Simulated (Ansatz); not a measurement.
MgS:

```
S Mg
1.0
     4.03462    0.00000    0.00000
    -2.01731    3.49409    0.00000
     0.00000    0.00000    6.43229
S Mg
2 2
Cartesian
  2.0173 1.1647 5.6556
  0.0000 2.3294 2.4394
  0.0000 2.3294 6.4050
  2.0173 1.1647 3.1888
```

The cell comes from a database or a generator and needn't be the stable form of this composition.

- Program: Ansatz 0.2.0
- Task: relaxation of cell and atoms
- Functional: LDA
- Potentials or basis: Ansatz PAW
- Cutoff: 420 eV (not typed: the program's choice for these potentials)
- k mesh: 6 × 6 × 3
- Occupations: fermi-dirac, width 0.05 eV
- Spin: no spin polarisation

At the start: volume 22.67 Å³/atom.

How do energy, volume and symmetry change on relaxing?

It ends after 5 steps and the volume is 21.86 Å³/atom (-3.6 %); space group P6_3mc (No. 186, to 0.05 Å).

Step by step:
```
step  energy change (eV)  largest force (eV/Å)  volume (Å³)
   1              0.0000                0.0519        90.68
   2             -0.0202                0.0250        88.37
   3             -0.0221                0.0105        87.49
   4             -0.0222                0.0000        87.46
   5             -0.0220                0.0000        87.46
```

Final structure:
```yaml
crystal:
  lattice:
    - [3.98479, 0.00000, 0.00000]
    - [-1.99239, 3.45093, 0.00000]
    - [0.00000, 0.00000, 6.36009]
  atoms:
    - { symbol: S, position: [0.66667, 0.33333, 0.87840] }
    - { symbol: S, position: [0.33333, 0.66667, 0.37840] }
    - { symbol: Mg, position: [0.33333, 0.66667, 0.99660] }
    - { symbol: Mg, position: [0.66667, 0.33333, 0.49660] }
```

Caveat: the plane-wave basis is chosen anew once the cell has moved, so the energies of steps on either side of that aren't comparable; the PAW data sets come from PBE, with cores solved anew for the run's functional, which leaves a small shift of forces and pressure.
